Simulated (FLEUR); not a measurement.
# In (I4/mmm) in FLEUR: a series of runs, part 2 of 2

FLEUR MaX-R8.1 (later development tree). Earlier steps stand in the parts before.

### Step 3. Band structure, AM05

inp.xml reads:

```xml
<?xml version="1.0" encoding="UTF-8" standalone="no"?>
<fleurInput fleurInputVersion="0.39">
   <comment>
      In                                                                                                  
   </comment>
   <calculationSetup>
      <cutoffs Kmax="4.1" Gmax="12.7" GmaxXC="12.7" numbands="0"/>
      <scfLoop itmax="60" minDistance="0.00001" maxIterBroyd="15" imix="Anderson" alpha="0.05" precondParam="0.0" spinf="2.0" sdNocoIR="T"/>
      <coreElectrons ctail="T" frcor="F" kcrel="0" coretail_lmax="0"/>
      <xcFunctional name="LibXC" relativisticCorrections="F">
         <LibXCName exchange="gga_x_am05" correlation="gga_c_am05"/>
      </xcFunctional>
      <magnetism jspins="1"/>
      <soc l_soc="F" theta="0.0" phi="0.0" spav="F"/>
      <expertModes spex="0" secvar="F"/>
      <geometryOptimization l_f="F" forcealpha="1.0" forcemix="BFGS" epsdisp="0.00001" epsforce="0.00001"/>
      <ldaU l_linMix="F" mixParam="0.05" spinf="1.0"/>
   </calculationSetup>
   <cell>
      <bzIntegration valenceElectrons="21.0" mode="hist" fermiSmearingEnergy="0.00183747">
         <kPointListSelection listName="default-1"/>
         <!-- k-points included here -->
         <xi:include xmlns:xi="http://www.w3.org/2001/XInclude" href="kpts.xml"> </xi:include>
      </bzIntegration>
      <!-- symmetry operations included here -->
      <xi:include xmlns:xi="http://www.w3.org/2001/XInclude" href="sym.xml"> </xi:include>
      <bulkLattice scale="1.0">
         <bravaisMatrix>
            <row-1>   -3.0716931237535618     3.0716931237535618     4.6746155144230199</row-1>
            <row-2>    3.0716931237535618    -3.0716931237535618     4.6746155144230199</row-2>
            <row-3>    3.0716931237535618     3.0716931237535618    -4.6746155144230199</row-3>
         </bravaisMatrix>
      </bulkLattice>
   </cell>
   <atomSpecies>
      <species name="Indium (In)" element="In" atomicNumber="49">
         <mtSphere radius="2.66" gridPoints="879" logIncrement="0.015"/>
         <atomicCutoffs lmax="10" lnonsphr="10"/>
         <electronConfig flipSpins="F">
            <coreConfig>(1s1/2) (2s1/2) (2p1/2) (2p3/2) (3s1/2) (3p1/2) (3p3/2) (3d3/2) (3d5/2)</coreConfig>
            <valenceConfig>(4s1/2) (4p1/2) (4p3/2) (5s1/2) (4d3/2) (4d5/2) (5p1/2) (5p3/2)</valenceConfig>
            <stateOccupation state="(5p1/2)" spinUp="0.166667" spinDown="0.166667"/>
            <stateOccupation state="(5p3/2)" spinUp="0.333333" spinDown="0.333333"/>
         </electronConfig>
         <energyParameters s="5" p="5" d="4" f="4"/>
         <lo type="SCLO" l="0" n="4" eDeriv="0"/>
         <lo type="SCLO" l="1" n="4" eDeriv="0"/>
         <lo type="SCLO" l="1" n="4" eDeriv="1"/>
         <lo type="SCLO" l="2" n="4" eDeriv="2"/>
         <lo type="SCLO" l="3" n="4" eDeriv="2"/>
      </species>
   </atomSpecies>
   <atomGroups>
      <atomGroup species="Indium (In)">
         <relPos label="                   1">.0000000000 .0000000000 .0000000000</relPos>
         <force calculate="T" relaxXYZ="TTT"/>
      </atomGroup>
   </atomGroups>
   <output dos="F" band="F" slice="F">
      <checks vchk="F" cdinf="F"/>
      <bandDOS minEnergy="-.5*Htr" maxEnergy="0.5*Htr" sigma="0.015" storeEVData="T"/>
      <vacuumDOS vacdos="F" integ="F" star="F" nstars="0" locx1="0.0" locy1="0.0" locx2="0.0" locy2="0.0" nstm="0" tworkf="0.0"/>
      <unfoldingBand unfoldBand="F" supercellX="1" supercellY="1" supercellZ="1"/>
      <plotting iplot="0" polar="F">
         <plot TwoD="T" vec1="  1.0  0.0  0.0" vec2="  0.0  1.0  0.0" vec3="  0.0  0.0  1.0" zero="  0.0  0.0  0.0" file="plot"/>
      </plotting>
      <chargeDensitySlicing numkpt="0" minEigenval="0.0" maxEigenval="0.0" nnne="0" pallst="F"/>
      <specialOutput eonly="F"/>
      <moessbauerParams electricFieldGradient="T" isomerShift="T" coreHyperfine="T" valenceHyperfine="T"/>
      <magneticCircularDichroism mcd="F" energyLo="-10.0" energyUp="0.0"/>
   </output>
  <!-- We include the file relax.xml here to enable relaxations (see documentation) -->
  <xi:include xmlns:xi="http://www.w3.org/2001/XInclude" href="relax.xml"> <xi:fallback/> </xi:include>
</fleurInput>
```

crystal.txt reads:

```
In
&input cartesian=F /
-1.6254700000  1.6254700000  2.4737000000
1.6254700000  -1.6254700000  2.4737000000
1.6254700000  1.6254700000  -2.4737000000
1.8897261246
1.0 1.0 1.0

1
49 0.0000000000  0.0000000000  0.0000000000

&kpt div1=11 div2=11 div3=11 gamma=T /
```

inp.xml (bands) reads:

```
<?xml version="1.0" encoding="UTF-8" standalone="no"?>
<fleurInput fleurInputVersion="0.39">
   <comment>
      In                                                                                                  
   </comment>
   <calculationSetup>
      <cutoffs Kmax="4.1" Gmax="12.7" GmaxXC="12.7" numbands="0"/>
      <scfLoop itmax="60" minDistance="0.00001" maxIterBroyd="15" imix="Anderson" alpha="0.05" precondParam="0.0" spinf="2.0" sdNocoIR="T"/>
      <coreElectrons ctail="T" frcor="F" kcrel="0" coretail_lmax="0"/>
      <xcFunctional name="LibXC" relativisticCorrections="F">
         <LibXCName exchange="gga_x_am05" correlation="gga_c_am05"/>
      </xcFunctional>
      <magnetism jspins="1"/>
      <soc l_soc="F" theta="0.0" phi="0.0" spav="F"/>
      <expertModes spex="0" secvar="F"/>
      <geometryOptimization l_f="F" forcealpha="1.0" forcemix="BFGS" epsdisp="0.00001" epsforce="0.00001"/>
      <ldaU l_linMix="F" mixParam="0.05" spinf="1.0"/>
   </calculationSetup>
   <cell>
      <bzIntegration valenceElectrons="21.0" mode="hist" fermiSmearingEnergy="0.00183747">
         <kPointListSelection listName="path-1"/>
         <!-- k-points included here -->
         <xi:include xmlns:xi="http://www.w3.org/2001/XInclude" href="kpts.xml"> </xi:include>
      </bzIntegration>
      <!-- symmetry operations included here -->
      <xi:include xmlns:xi="http://www.w3.org/2001/XInclude" href="sym.xml"> </xi:include>
      <bulkLattice scale="1.0">
         <bravaisMatrix>
            <row-1>   -3.0716931237535618     3.0716931237535618     4.6746155144230199</row-1>
            <row-2>    3.0716931237535618    -3.0716931237535618     4.6746155144230199</row-2>
            <row-3>    3.0716931237535618     3.0716931237535618    -4.6746155144230199</row-3>
         </bravaisMatrix>
      </bulkLattice>
   </cell>
   <atomSpecies>
      <species name="Indium (In)" element="In" atomicNumber="49">
         <mtSphere radius="2.66" gridPoints="879" logIncrement="0.015"/>
         <atomicCutoffs lmax="10" lnonsphr="10"/>
         <electronConfig flipSpins="F">
            <coreConfig>(1s1/2) (2s1/2) (2p1/2) (2p3/2) (3s1/2) (3p1/2) (3p3/2) (3d3/2) (3d5/2)</coreConfig>
            <valenceConfig>(4s1/2) (4p1/2) (4p3/2) (5s1/2) (4d3/2) (4d5/2) (5p1/2) (5p3/2)</valenceConfig>
            <stateOccupation state="(5p1/2)" spinUp="0.166667" spinDown="0.166667"/>
            <stateOccupation state="(5p3/2)" spinUp="0.333333" spinDown="0.333333"/>
         </electronConfig>
         <energyParameters s="5" p="5" d="4" f="4"/>
         <lo type="SCLO" l="0" n="4" eDeriv="0"/>
         <lo type="SCLO" l="1" n="4" eDeriv="0"/>
         <lo type="SCLO" l="1" n="4" eDeriv="1"/>
         <lo type="SCLO" l="2" n="4" eDeriv="2"/>
         <lo type="SCLO" l="3" n="4" eDeriv="2"/>
      </species>
   </atomSpecies>
   <atomGroups>
      <atomGroup species="Indium (In)">
         <relPos label="                   1">.0000000000 .0000000000 .0000000000</relPos>
         <force calculate="T" relaxXYZ="TTT"/>
      </atomGroup>
   </atomGroups>
   <output dos="F" band="T" slice="F">
      <checks vchk="F" cdinf="F"/>
      <bandDOS minEnergy="-.5*Htr" maxEnergy="0.5*Htr" sigma="0.015" storeEVData="T"/>
      <vacuumDOS vacdos="F" integ="F" star="F" nstars="0" locx1="0.0" locy1="0.0" locx2="0.0" locy2="0.0" nstm="0" tworkf="0.0"/>
      <unfoldingBand unfoldBand="F" supercellX="1" supercellY="1" supercellZ="1"/>
      <plotting iplot="0" polar="F">
         <plot TwoD="T" vec1="  1.0  0.0  0.0" vec2="  0.0  1.0  0.0" vec3="  0.0  0.0  1.0" zero="  0.0  0.0  0.0" file="plot"/>
      </plotting>
      <chargeDensitySlicing numkpt="0" minEigenval="0.0" maxEigenval="0.0" nnne="0" pallst="F"/>
      <specialOutput eonly="F"/>
      <moessbauerParams electricFieldGradient="T" isomerShift="T" coreHyperfine="T" valenceHyperfine="T"/>
      <magneticCircularDichroism mcd="F" energyLo="-10.0" energyUp="0.0"/>
   </output>
  <!-- We include the file relax.xml here to enable relaxations (see documentation) -->
  <xi:include xmlns:xi="http://www.w3.org/2001/XInclude" href="relax.xml"> <xi:fallback/> </xi:include>
</fleurInput>
```

Potentials or basis: all-electron, FLAPW.

Command:

```console
$ inpgen -f crystal.txt -profile fastHighL
$ # inp.xml edited to the form shown
$ fleur_MPI
$ fleur_MPI   # second run, on inp.xml (bands)
```

Log:

```text
Welcome to FLEUR        (www.flapw.de)
      MaX-Release 8.1          (www.max-centre.eu)
 func_ids         135         120         135         120
The functional 'Armiento & Mattsson 05' is an exchange functional, it belongs to the 'GGA' family and is defined in the reference(s):
[1] R. Armiento and A. E. Mattsson.,  Phys. Rev. B 72, 085108 (2005)
[2] A. E. Mattsson, R. Armiento, J. Paier, G. Kresse, J. M. Wills, and T. R. Mattsson.,  J. Chem. Phys. 128, 084714 (2008)
The functional 'Armiento & Mattsson 05' is a correlation functional, it belongs to the 'GGA' family and is defined in the reference(s):
[1] R. Armiento and A. E. Mattsson.,  Phys. Rev. B 72, 085108 (2005)
[2] A. E. Mattsson, R. Armiento, J. Paier, G. Kresse, J. M. Wills, and T. R. Mattsson.,  J. Chem. Phys. 128, 084714 (2008)
 Using same functional for VXC and EXC

 ========== k-point set info ==========
 Selected k-point list: default-1
 k-point list type: mesh
 11 x 11 x 11
 Number of k points: 126

 ------------Calculation Setup---------------------------
 Number of MPI-tasks      :            1
 Number of PE/node        :            1
 Number of OMP-threads    :            1
 Most efficient MPI parallelization for:
           1           2           3           6           7           9          14          18          21          42          63         126
 Additional eigenvalue parallelization possible
 Number of basis functions:          251
 Approximate size of matrices (H+S) per k-point:         0.001 GB
 --------------------------------------------------------
 Iteration:     1   Distance:       4.84545912 me/bohr^3
 Iteration:     2   Distance:       4.52214389 me/bohr^3
 Iteration:     3   Distance:       2.03715881 me/bohr^3
 Iteration:     4   Distance:       0.20150373 me/bohr^3
 Iteration:     5   Distance:       0.17447629 me/bohr^3
 Iteration:     6   Distance:       0.02075350 me/bohr^3
 Iteration:     7   Distance:       0.00514230 me/bohr^3
 Iteration:     8   Distance:       0.00295154 me/bohr^3
 Iteration:     9   Distance:       0.00019033 me/bohr^3
 Iteration:    10   Distance:       0.00017257 me/bohr^3
 Iteration:    11   Distance:       0.00000667 me/bohr^3

 ********************************************************************
 Run finished successfully
 Stop message:
   all done
 ********************************************************************
```

It took 29 s on 1 thread of Arm Neoverse V2, shared host; peak memory 0.07 GiB.

Results:

```yaml
Free_energy: -159956.7662 eV
Band_gap_along_the_path: none (metal or under the smearing width)
Valence_electrons_inside_the_program's_atomic_spheres: In 19.42 (radii In 2.66 bohr)
```

Levels at the corners of the path, in eV from the Fermi level:
```csv
point,band 8,band 9,band 10,band 11,band 12,band 13,band 14,band 15
Γ,-14.50,-14.40,-9.59,10.53,10.53,10.70,11.49,13.99
X,-14.29,-14.21,-1.99,-1.68,3.51,3.93,6.94,7.30
Y,-14.40,-14.28,-1.67,-0.28,0.10,1.27,12.94,13.05
S,-14.39,-14.32,-2.53,-1.24,-0.56,6.14,8.89,15.82
Γ,-14.50,-14.40,-9.59,10.53,10.53,10.70,11.49,13.99
Z,-14.27,-14.27,-2.95,-2.71,4.72,4.72,8.12,8.15
S1,-14.39,-14.32,-2.53,-1.24,-0.56,6.14,8.89,15.82
N,-14.31,-14.28,-4.33,-3.42,7.53,9.15,11.00,11.41
P,-14.40,-14.21,-1.26,-0.09,-0.09,1.67,12.40,13.13
Y1,-14.40,-14.28,-1.67,-0.28,0.10,1.27,12.94,13.05
Z,-14.27,-14.27,-2.95,-2.71,4.72,4.72,8.12,8.15
X,-14.29,-14.21,-1.99,-1.68,3.51,3.93,6.94,7.30
P,-14.40,-14.21,-1.26,-0.09,-0.09,1.67,12.40,13.13
```

Core levels (eV from the Fermi level):
| atom | levels |
| --- | --- |
| 1 In | 1s1/2 -27702.1, 2s1/2 -4144.1, 2p1/2 -3865.6, 2p3/2 -3655.1, 3s1/2 -782.6, 3p1/2 -670.2, 3p3/2 -632.2, 3d3/2 -433.0, 3d5/2 -425.2 |

Caveat: spin-orbit coupling is left out, which moves the levels of the heavy elements.

### Step 4. Equation of state, AM05, 24.57 Å³/atom (volume scaled by 0.94)

Changes to inp.xml since step 3:

```diff
@@ -26,3 +26,3 @@
       <xi:include xmlns:xi="http://www.w3.org/2001/XInclude" href="sym.xml"> </xi:include>
-      <bulkLattice scale="1.0">
+      <bulkLattice scale="0.9795861087">
          <bravaisMatrix>
```

Command:

```console
$ inpgen -f crystal.txt -profile fastHighL
$ # inp.xml edited to the form shown
$ fleur_MPI
```

Wall time 29 s (1 thread of Arm Neoverse V2, shared host); peak memory 0.09 GiB.

It converged, with:

```
Free energy                                           : -159956.7605 eV
Band gap on the k mesh                                : none (metal or under the smearing width)
Valence electrons inside the program's atomic spheres : In 19.47 (radii In 2.66 bohr)
```

### Step 5. Equation of state, AM05, 25.10 Å³/atom (volume scaled by 0.96)

Changes to inp.xml since step 4:

```diff
@@ -26,3 +26,3 @@
       <xi:include xmlns:xi="http://www.w3.org/2001/XInclude" href="sym.xml"> </xi:include>
-      <bulkLattice scale="0.9795861087">
+      <bulkLattice scale="0.9864848297">
          <bravaisMatrix>
```

Command:

```console
$ inpgen -f crystal.txt -profile fastHighL
$ # inp.xml edited to the form shown
$ fleur_MPI
```

Run time: 30 s. Hardware: 1 thread of Arm Neoverse V2, shared host; peak memory 0.09 GiB.

Results (log left out):

```
Free energy                                           : -159956.7655 eV
Band gap on the k mesh                                : none (metal or under the smearing width)
Valence electrons inside the program's atomic spheres : In 19.45 (radii In 2.66 bohr)
```

### Step 6. Equation of state, AM05, 26.14 Å³/atom

Changes to inp.xml since step 5:

```diff
@@ -26,3 +26,3 @@
       <xi:include xmlns:xi="http://www.w3.org/2001/XInclude" href="sym.xml"> </xi:include>
-      <bulkLattice scale="0.9864848297">
+      <bulkLattice scale="1.0000000000">
          <bravaisMatrix>
```

Potentials or basis: all-electron, FLAPW.

Command:

```console
$ inpgen -f crystal.txt -profile fastHighL
$ # inp.xml edited to the form shown
$ fleur_MPI
```

It took 27 s on 1 thread of Arm Neoverse V2, shared host; peak memory 0.09 GiB.

It converged, with:

- Free energy: -159956.7662 eV
- Band gap on the k mesh: none (metal or under the smearing width)
- Valence electrons inside the program's atomic spheres: In 19.42 (radii In 2.66 bohr)

### Step 7. Equation of state, AM05, 27.19 Å³/atom (volume scaled by 1.04)

Changes to inp.xml since step 6:

```diff
@@ -26,3 +26,3 @@
       <xi:include xmlns:xi="http://www.w3.org/2001/XInclude" href="sym.xml"> </xi:include>
-      <bulkLattice scale="1.0000000000">
+      <bulkLattice scale="1.0131594038">
          <bravaisMatrix>
```

Command:

```console
$ inpgen -f crystal.txt -profile fastHighL
$ # inp.xml edited to the form shown
$ fleur_MPI
```

Run time: 31 s. Hardware: 1 thread of Arm Neoverse V2, shared host; peak memory 0.09 GiB.

It converged, with:

```
Free energy                                           : -159956.7568 eV
Band gap on the k mesh                                : none (metal or under the smearing width)
Valence electrons inside the program's atomic spheres : In 19.40 (radii In 2.66 bohr)
```

### Step 8. Equation of state, AM05, 27.71 Å³/atom (volume scaled by 1.06)

Changes to inp.xml since step 7:

```diff
@@ -26,3 +26,3 @@
       <xi:include xmlns:xi="http://www.w3.org/2001/XInclude" href="sym.xml"> </xi:include>
-      <bulkLattice scale="1.0131594038">
+      <bulkLattice scale="1.0196128224">
          <bravaisMatrix>
```

Command:

```console
$ inpgen -f crystal.txt -profile fastHighL
$ # inp.xml edited to the form shown
$ fleur_MPI
```

It took 29 s on 1 thread of Arm Neoverse V2, shared host; peak memory 0.09 GiB.

It converged, with:

- Free energy: -159956.7493 eV
- Band gap on the k mesh: none (metal or under the smearing width)
- Valence electrons inside the program's atomic spheres: In 19.39 (radii In 2.66 bohr)

### Step 9. Equation of state, AM05

Potentials or basis: all-electron, FLAPW.

No new run: the results of the series are fitted here.

What came out:

```yaml
Equilibrium_volume: 25.67 Å³/atom
Bulk_modulus_at_fixed_shape_and_positions: 42 GPa
Pressure_derivative_of_the_bulk_modulus: "5.9 (rough: it moves with the points fitted)"
```

Energy against volume, from the lowest point:
```csv
volume (Å³/atom),energy (meV/atom)
24.575,5.70
25.098,0.73
26.144,0.00
27.189,9.42
27.712,16.93
```

Caveat: the cell was scaled at fixed shape and fractional positions, which overstates the stiffness of a crystal with free parameters, most of all of layers and chains.
